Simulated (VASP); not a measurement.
## BaZrO3: electrostatic potential with PBEsol

BaZrO3:

```
Ba Zr O
1.0
     4.18935    0.00000    0.00000
     0.00000    4.18935    0.00000
     0.00000    0.00000    4.18935
Ba Zr O
1 1 3
Direct
  0.00000 0.00000 0.00000
  0.50000 0.50000 0.50000
  0.50000 0.50000 0.00000
  0.00000 0.50000 0.50000
  0.50000 0.00000 0.50000
```

The cell was built by a generator and needn't be a form met in nature.

* Program: VASP 6.6.1
* Task: electrostatic potential
* Functional: PBEsol
* Potentials or basis: VASP PAW PBE potentials, release 64 (Ba_sv, Zr_sv, O)
* Cutoff: 520 eV
* k mesh: 6 × 6 × 6
* Occupations: gaussian, width 0.02 eV
* Spin: no spin polarisation
* Further INCAR settings: ALGO = Normal; EDIFF = 1e-07

- Pressure: 0.1 GPa
- Band gap on the k mesh: 3.11 eV, indirect (least direct gap 3.33 eV)

Levels at points of the mesh, in eV from the valence-band top:
| k point | band 18 | band 19 | band 20 | band 21 | band 22 | band 23 |
| --- | --- | --- | --- | --- | --- | --- |
| (0.00, 0.00, 0.00) | -0.22 | -0.22 | -0.22 | 3.11 | 3.11 | 3.11 |
| (0.50, 0.00, 0.00) | -1.72 | -0.45 | -0.45 | 3.57 | 5.69 | 5.69 |
| (0.50, 0.50, 0.00) | -0.94 | -0.79 | -0.08 | 5.66 | 5.66 | 6.43 |
| (0.50, 0.50, 0.50) | 0.00 | 0.00 | 0.00 | 5.91 | 5.91 | 5.91 |

It took 17 s on 2 MPI ranks on Intel(R) Xeon(R) Platinum 8259CL CPU @ 2.50GHz (Skylake/Cascade Lake), on a shared host, peak memory 0.19 GiB a rank.

Caveat: the PAW data sets were made with another functional, which shifts forces and pressure a little; spin-orbit coupling is left out, which moves the levels of the heavy elements. A k mesh can miss the band edges.
